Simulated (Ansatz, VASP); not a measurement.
# Two plane-wave programs on SiO2 (Stishovite)

```
CELL_PARAMETERS angstrom
4.23576 0.00000 0.00000
0.00000 4.23576 0.00000
0.00000 0.00000 2.69050
ATOMIC_POSITIONS crystal
Si 0.00000 0.00000 0.00000
Si 0.50000 0.50000 0.50000
O 0.30698 0.30698 0.00000
O 0.19302 0.80698 0.50000
O 0.69302 0.69302 0.00000
O 0.80698 0.19302 0.50000
```

Alike in both runs: task single point; functional PBE; k mesh 6 × 6 × 8; no spin polarisation.

|  | VASP | Ansatz |
| --- | --- | --- |
| version | VASP 6.6.1 | Ansatz 0.2.0 |
| potentials or method | VASP PAW PBE potentials, release 64 (Si, O) | plane waves, PAW |
| plane-wave cutoff (eV) | 520 | 420 |
| occupations | gaussian, width 0.01 eV | fixed |
| valence electrons in the cell | 32 | 32 |

|  | VASP | Ansatz | Ansatz less VASP |
| --- | --- | --- | --- |
| gap on the k mesh at the Fermi level (eV) | 5.03 | 5.04 | +0.015 |
| pressure (GPa) | 0.2 | 0.0 | -0.13 |
| largest component of the traceless stress (GPa) | 0.41 | 0.02 | -0.388 |
| rms of the force components (eV/Å) | 0.009 | 0.000 | -0.0086 |

Atom by atom the forces differ by 0.009 eV/Å (rms over components).

A k mesh can miss the band edges.
